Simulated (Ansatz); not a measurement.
Input of an Ansatz 0.2.0 run:

input.yaml

```yaml
crystal:
  lattice:
    - [-2.80955, 2.80955, 5.513]
    - [2.80955, -2.80955, 5.513]
    - [2.80955, 2.80955, -5.513]
  atoms:
    - { symbol: Se, position: [0.12562, 0.625, 0.00062] }
    - { symbol: Se, position: [0.875, 0.87438, 0.49938] }
    - { symbol: Se, position: [0.62438, 0.125, 0.99938] }
    - { symbol: Se, position: [0.375, 0.37562, 0.50062] }
    - { symbol: Ga, position: [0.25, 0.75, 0.5] }
    - { symbol: Ga, position: [0.5, 0.5, 0.0] }
    - { symbol: Cu, position: [0.75, 0.25, 0.5] }
    - { symbol: Cu, position: [0.0, 0.0, 0.0] }
hamiltonian:
  xc: pbe
  pseudopotentials: { kind: paw }
kpoints:
  mp_grid: { grid: [7, 7, 7] }
  band_path:
    path:
      - [[0.0, 0.0, 0.0], [0.0, 0.0, 0.5], [-0.1298576533, 0.1298576533, 0.5], [-0.3149288266, 0.3149288266, 0.3149288266], [0.0, 0.0, 0.0], [0.5, 0.5, -0.5], [0.3149288266, 0.6850711734, -0.3149288266], [0.0, 0.5, 0.0], [0.25, 0.25, 0.25], [0.5, 0.5, -0.1298576533], [0.5, 0.5, -0.5]]
      - [[0.0, 0.0, 0.5], [0.25, 0.25, 0.25]]
    npoints: 10
scf:
  occupations: { method: fermi_dirac, width: 0.05 }
  n_extra_bands: 20
output:
  forces: true
  stress: true
  eigenvalues: true
  fatbands: false
```

Potentials or basis: Ansatz PAW.

The run is started by

```console
$ ansatz run input.yaml --threads 4 --pin off --max-ram 11264MiB --backend cpu --events-out ev --progress --plain --runs-dir out
```

(1) Estimate the pressure.

(2) What does it give for the band gap along the path?

## Answers

(1) 2.8 GPa.

(2) 0.24 eV, direct.

**Measured values to compare with.**

From “Growth and anisotropy of transport properties of CuGaSe2 single crystals”, 2018, pmc:6251020, for a bulk crystal of GaCuSe2: band gap 1.72 eV.

Against the measured gap of GaCuSe2, 1.72 eV (“Growth and anisotropy of transport properties of CuGaSe2 single crystals”, 2018, pmc:6251020), the calculated 0.24 eV is off by -1.48 eV. So large a miss can be the level of theory's own, or it may mean another phase, state or a wrong row. 2 values of this kind are on record in papers (1.7 to 1.72 eV); this one was drawn at random among those near their median. Spin-orbit coupling on Ga, Se is left out. The value is that of PBE, without temperature or zero-point motion. Semilocal functionals fall short of measured gaps as a rule.
